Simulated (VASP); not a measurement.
**Moving the functional in GaSb**

```
Sb Ga
1.0
     0.00000    3.05900    3.05900
     3.05900    0.00000    3.05900
     3.05900    3.05900    0.00000
Sb Ga
1 1
Direct
  0.75000 0.75000 0.75000
  0.00000 0.00000 0.00000
```

Kept alike: task band structure; k mesh 8 × 8 × 8; occupations fermi-dirac, width 0.05 eV; no spin polarisation. Program: VASP, PAW files Ga_d, Sb, 520 eV. The mesh is that of the run's cell of 2 atoms. No spin-orbit coupling.

| functional | band gap (eV) | pressure (GPa) |
| --- | --- | --- |
| AM05 | 0.05 or less | 0.26 |
| BLYP | 0.05 or less | 5.57 |
| LDA | 0.05 or less | -1.55 |
| PBE | 0.05 or less | 2.44 |
| PBEsol | 0.05 or less | -0.07 |
| PW91 | 0.05 or less | 2.36 |
| RPBE | 0.132 | 3.94 |
| SCAN | 0.05 or less | 0.07 |
| TB-mBJ | 0.859 | - |
| TPSS | 0.162 | 1.34 |
| r2SCAN | 0.449 | 0.45 |
| revPBE | 0.107 | 3.52 |

Pressure is positive in compression; the values hold the error of the finite cutoff, so their zero can differ a little from the energy's minimum. Spin-orbit coupling, left out here, moves the band edges of heavy atoms and can close or invert small gaps. A dash stands where a model potential gives no energy or stress, or where a value looked faulty or was in doubt. Gaps are the smaller of the mesh's and the band path's. Potentials were made for PBE (AM05, BLYP, PBE, PBEsol, PW91, RPBE, SCAN, TB-mBJ, TPSS, r2SCAN, revPBE); LDA (LDA).

What does the functional change here?

The band gap runs from 0.05 or less (AM05; BLYP; LDA; PBE; PBEsol; PW91; SCAN) to 0.859 eV (TB-mBJ). The pressure runs from -1.55 (LDA) to 5.57 GPa (BLYP). From PBE: AM05 -2.18; BLYP +3.13; LDA -3.99; PBEsol -2.51; PW91 -0.08; RPBE +1.50; SCAN -2.37; TPSS -1.10; r2SCAN -1.99; revPBE +1.08. A positive pressure means that the functional's own cell is larger than the one given, a negative one that it is smaller.

At this fixed cell, the pressures follow the usual ordering of bond strengths. LDA overbinds and favours a smaller cell, while PBE, revPBE, RPBE and BLYP increasingly favour a larger one. PBEsol, SCAN and AM05 lie close to balance. The gap doesn't follow this order: BLYP has the highest pressure but no clear gap, so better agreement on volume is no guide to the band edges.

GaSb is a well-established direct-gap semiconductor, so the near-closure in most rows is a failure of the semilocal potentials, which place the antibonding, s-like conduction minimum too close to the p-like valence top. TB-mBJ largely corrects this through its potential. The contrast between SCAN and r2SCAN (0.449 eV) is unexpectedly large for such closely related functionals and may reflect SCAN's numerical sensitivity rather than different physics. Because expansion lowers the s-like conduction edge, the small RPBE and revPBE gaps would probably shrink further at those functionals' own equilibrium volumes.
